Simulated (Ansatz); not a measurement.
# What strain does to Se (P3_121)

A 3-atom cell of Se (P3_121) from a materials database, relaxed with r2SCAN+rVV10 in the PAW code Ansatz. Space group P3_121 (No. 152), trigonal; conventional cell a = 4.293 Å, c = 5.041 Å, 26.81 Å³ an atom. Around Se lie 2 Se at 2.39 Å.

The axes x, y and z are those of this cell:
```
Se
1.0
     4.29266    0.00000    0.00000
    -2.14633    3.71755    0.00000
     0.00000    0.00000    5.04085
Se
3
Direct
  0.22847 0.00000 0.33333
  0.00000 0.22847 0.66667
  0.77153 0.77153 0.00000
```

Unstrained: With PBE the valence top lies at k = (0.161, 0.419, -1/2) and the conduction bottom at H, 0.828 eV higher; the smallest vertical gap, at k = (0.350, 0.300, 1/2), is 0.959 eV. The r2SCAN gap is indirect, 1.064 eV (k = (0.161, 0.419, -1/2) to H), below the direct gap of 1.206 eV at k = (0.350, 0.300, 1/2). The HSE06 gap is indirect, 1.557 eV (k = (0.161, 0.419, -1/2) to H), below the direct gap of 1.713 eV at k = (0.350, 0.300, 1/2). Meshes: PBE 12×12×6, r2SCAN 12×12×6, HSE06 6×6×4. Strains are changes of length per length. After each strain the atoms were relaxed again with r2SCAN+rVV10 within the symmetry that the strain leaves, so tilts or polar shifts that break it weren't tested; points keep the names that they have in the unstrained zone. The values are computed, spin-unpolarised, and not measurements.

Changes of the least gap in eV (an overlap counts as a negative gap):

| strain | volume change (%) | space group | PBE | r2SCAN | HSE06 |
| --- | --- | --- | --- | --- | --- |
| isotropic -5.19 % on every length | -14.8 | P3_121 | -0.503 | -0.544 | -0.635 |
| isotropic -4.82 % on every length | -13.8 | P3_121 | -0.424 | -0.459 | -0.544 |
| biaxial -3.48 % in x and y, z held | -6.8 | P3_121 | -0.159 | -0.162 | -0.198 |
| uniaxial -5.69 % along x | -5.7 | C2 | -0.141 | -0.147 | -0.181 |

Isotropic -5.19 % on every length. HSE06: the gap goes from 1.557 to 0.922 eV (-0.635 eV); the edges go from (0.161, 0.419, -1/2) → H to L → Γ–A (0.96). Stress change with PBE, compression positive: xx +4.86, yy +4.86, zz +8.90 GPa.

Isotropic -4.82 % on every length. HSE06: the gap goes from 1.557 to 1.013 eV (-0.544 eV); the edges go from (0.161, 0.419, -1/2) → H to L → Γ–A (0.96). Stress change with PBE, compression positive: xx +4.33, yy +4.33, zz +8.09 GPa.

Biaxial -3.48 % in x and y, z held. HSE06: the gap goes from 1.557 to 1.359 eV (-0.198 eV); the edges go from (0.161, 0.419, -1/2) → H to (0.214, 0.393, -1/2) → H. Stress change with PBE, compression positive: xx +1.44, yy +1.44, zz +1.91 GPa.

Uniaxial -5.69 % along x, other directions held. HSE06: the gap goes from 1.557 to 1.376 eV (-0.181 eV); the edges go from (0.161, 0.419, -1/2) → H to (0.362, 0.220, -0.470) → (0.324, 0.337, -1/2). Stress change with PBE, compression positive: xx +1.78, yy +0.70, zz +1.57, yz +0.52 GPa.

The runs are scalar-relativistic, without spin-orbit coupling.

Where an edge lies off the special points, it is a point of the mesh or the k point where a search put PBE's edge or least direct gap, reused for the other functionals, whose own edges may lie a little apart.

Coordinates of k points refer to the reciprocal vectors of the primitive cell of the runs.

The meshes of the hybrids are coarse, so their gaps aren't converged to the digits shown.
